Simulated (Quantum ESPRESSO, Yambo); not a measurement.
# CdTe (F-43m): G0W0 on several meshes in Yambo, part 2 of 2

How does the mesh move the gap of CdTe (F-43m)?

Quantum ESPRESSO 7.5 and Yambo 5.3.0; PBE and many-body steps on it, plane waves. Known limits of the many-body steps: not at the basis limit; no spin-orbit coupling; coarse k mesh.

So far. Step 4 (4×4×4): The gap on the mesh goes from 0.77 eV to 1.54 eV, a correction of +0.77 eV. Step 5 (Empty states on the mesh, 2×2×2 mesh, 137 bands): On this mesh the gap is 0.770 eV.

## 6. Conversion and set-up

This step: Yambo 5.3.0; conversion and set-up on PBE, plane waves, norm-conserving pseudopotentials.

Started as:

```console
> (cd o/x.save; p2y > p2y.log; mv SAVE ../..); yambo > setup.log
```

Log:

```text
 Yambo, version 5.3.0

 [02] CORE Variables Setup
 =========================

  [02.01] Unit cells
  ==================

  Cell kind             :  FCC
  Atoms in the cell     :  Cd  Te
  number of Cd atoms    :  1
  number of Te atoms    :  1

  List of atomic masses
  Mass of Cd    :  112.4100
  Mass of Te    :  127.6000

  List of atomic coordinates    : [cc]
  Cd1       :  0.000000  0.000000  0.000000  order 1
  Te1       :  3.061356  3.061356  3.061356  order 2

  Alat factors          :  6.122713  6.122713  6.122713 [a.u.]
  Direct lattice volume :  459.0517 [a.u.]
[...]
0.000000  0.000000  0.000000  0.000000  0.000000  0.000000  0.000000  0.000000

 [03] Transferred momenta grid and indexing
 ==========================================

 IBZ Q-points                                      :  3
 BZ  Q-points                                      :   8

 K/Q-points units:
 rlu = crystal or reduced units; cc = cartesian coordinates; iku = interal k-units

 Q [1]          [rlu]:  0.000000  0.000000  0.000000
 Q [2]          [rlu]:  0.14262E-16  0.14262E-16 -0.50000
 Q [3]          [rlu]:  0.42627E-17 -0.50000     -0.50000

  [03.01] X indexes
  =================

   [03.01.01] Sigma indexes
   ========================

 [06] Game Over & Game summary
```

Elapsed: 3.2 s, on 1 MPI rank of Arm Neoverse V1, shared host; peak memory 0.26 GiB.

## 7. 2×2×2

This step: G0W0 on PBE, plane waves, norm-conserving pseudopotentials.

Contents of gw11.in:

```
HF_and_locXC
gw0
dyson
ppa
em1d
rim_cut
RandQpts= 1000000
RandGvec= 1 RL
EXXRLvcs= 94 Ry
VXCRLvcs= 376 Ry
Chimod= "HARTREE"
% BndsRnXp
 1 | 137 |
%
NGsBlkXp= 11.5 Ry
% LongDrXp
 1 | 1 | 1 |
%
% GbndRnge
 1 | 137 |
%
DysSolver= "n"
ExtendOut
PPAPntXp= 27.21138 eV
% QPkrange
 1 | 1 | 21 | 24 |
%
```

Started as:

```console
> OMP_NUM_THREADS=1 mpirun -n 4 yambo -F gw11.in -J gw11 -C gw11 > gw11.log
```

Log:

```text
 Yambo, version 5.3.0

 [02] CORE Variables Setup
 =========================

  [... cell, symmetries and grids as in the set-up ...]

  [02.05] Energies & Occupations
  ==============================

  [X] === General ===
  [X] Electronic Temperature                        :  0.000000  0.000000 [eV K]
  [X] Bosonic    Temperature                        :  0.000000  0.000000 [eV K]
  [X] Finite Temperature mode                       : no
  [X] El. density                                   :  0.64683E+24 [cm-3]
  [X] Fermi Level                                   :  8.269562 [eV]

  [X] === Gaps and Widths ===
  [X] Conduction Band Min                           :  0.770493 [eV]
  [X] Valence Band Max                              :  0.000000 [eV]
  [X] Filled Bands                                  :  22
  [X] Empty Bands                                   :   23  137
  [X] Direct Gap                                    :  0.770493 [eV]
  [X] Direct Gap localized at k                     :  1
  [X] Indirect Gap                                  :  0.770493 [eV]
  [X] Indirect Gap between kpts                     :  1  1
  [X] Last valence band width                       :  1.860930 [eV]
  [X] 1st conduction band width                     :  1.845803 [eV]

 [03] Transferred momenta grid and indexing
 ==========================================

 IBZ Q-points                                      :  3
 BZ  Q-points                                      :   8

 K/Q-points units:
 rlu = crystal or reduced units; cc = cartesian coordinates; iku = interal k-units

 Q [1]          [rlu]:  0.000000  0.000000  0.000000
 Q [2]          [rlu]:  0.14262E-16  0.14262E-16 -0.50000
 Q [3]          [rlu]:  0.42627E-17 -0.50000     -0.50000

 [04] Coloumb potential Random Integration (RIM)
[...]
================================================

 [VXC] Plane waves :   56833
 [EXS] Plane waves :   7239

 QP @ state[ 1 ] K range:  1  1
 QP @ state[ 1 ] b range:  21  24

 [xc] Functional : Perdew, Burke & Ernzerhof(X)+Perdew, Burke & Ernzerhof(C)
 [xc] LIBXC used to calculate xc functional
  PP Number of Atomic Species                      :  2
  NLCC RL compoments                               :   56833
  PP Number of Atomic Species                      :  2
  NLCC RL compoments                               :   56833

 [xc] E_xc :  -35.80634 [Ha]
      E_xc :  -71.61268 [Ry]

  Local XC kind (lXC) : Perdew, Burke & Ernzerhof(X)+Perdew, Burke & Ernzerhof(C)
  Non-Local XC kind (nlXC) : Hartree-Fock

  Corrections @ K [1] :  [eV]
 <21|nlXC|21> = -16.85497  0.67116E-17 <21|lXC|21> = -14.50989 -0.18880E-15
 <22|nlXC|22> = -16.85497 -0.10377E-16 <22|lXC|22> = -14.50989  0.37772E-15
 <23|nlXC|23> = -7.166473 -0.23814E-17 <23|lXC|23> = -11.86076  0.37768E-15
 <24|nlXC|24> = -5.542879  0.54963E-17 <24|lXC|24> = -10.04279  0.18881E-15

 [08] Dyson equation: Newton solver
 ==================================

  [08.01] G0W0 (W PPA)
  ====================

  [  GW  ] Bands range     :    1  137
  [GW/PPA] G damping       :  0.100000 [eV]

  QP @ state[ 1 ] K range:  1  1
  QP @ state[ 1 ] b range:  21  24

   Sc/G bands                                       :    1  137
   Sc/G damping                                     :  0.100000 ev
   Sc bands terminator                              : no
   Sx RL components                                 :   7239

   QP @ state[ 1 ] K range                          :  1  1
   QP @ state[ 1 ] b range                          :  21  24
   GF energies kind                                 : Perdew, Burke & Ernzerhof(X)+Perdew, Burke & Ernzerhof(C)
   GF WF`s kind                                     : Perdew, Burke & Ernzerhof(X)+Perdew, Burke & Ernzerhof(C)
   Xs energies kind                                 : Perdew, Burke & Ernzerhof(X)+Perdew, Burke & Ernzerhof(C)
   Xs WF`s kind                                     : Perdew, Burke & Ernzerhof(X)+Perdew, Burke & Ernzerhof(C)

 [11] Game Over & Game summary
```

Elapsed: 19 s, on 4 MPI ranks; peak memory 1.5 GiB.

This step gave:

| Quantity | Value |
| --- | --- |
| G0W0 gap on the points computed | 1.496 eV |
| starting gap on the mesh | 0.7705 eV |
| k of the valence top | 0, 0, 0 |
| k of the conduction bottom | 0, 0, 0 |
| least direct G0W0 gap on the computed points | 1.496 eV |
| Z at the valence top | 0.8036 |
| Z at the conduction bottom | 0.8142 |

Against G0W0 in Yambo (4×4×4 mesh, 137 bands, screening to 156.5 eV, Godby-Needs plasmon pole), the gap moves by −0.041 eV.

## 8. Side by side

Times are wall times on 4 MPI ranks of Arm Neoverse V1, shared host, good to a factor of about two.

```csv
run,mesh,bands,screening cutoff (eV),DFT gap (eV),gap on the mesh (eV),direct (eV),time
4×4×4,4×4×4,137,156.5,0.770,1.538,1.538,4.4 min
2×2×2,2×2×2,137,156.5,0.770,1.496,1.496,19 s
```

## 9. What came out

```
4×4×4        : 1.538 eV
2×2×2        : 1.496 eV
known limits : not at the basis limit; no spin-orbit coupling; coarse k mesh
```

In words: 2×2×2: −0.041 eV against 4×4×4. Bands and cutoff are finite, so the gap is not at the basis limit. The miss can reach some tenths of an eV and take either sign; the mesh is an error of its own. In the G0W0 runs levels were corrected at 1 k point alone, so a gap called «on the mesh» is the least over those, and an edge elsewhere would be missed. The 4×4×4 mesh is coarse for this cell, which bears on the long-range parts of exchange and screening. The many-body steps are scalar-relativistic: spin-orbit coupling is not in them.

[Paths, hosts, dates, memory and timing lines, banners, echoed tables and standing remarks are left out of the program output.]

[Logs are printed without paths, hosts, clocks, repeated set-up lines and the standing remarks that a program may print on its own settings, such as how far it seeks lower states.]

[Runs of the session that timed out or met a known fault of the program may be left out.]

[Hosts, paths, dates, database ids (printed as entryN), source tags and the programs' standing remarks are cut or masked in the printed files.]
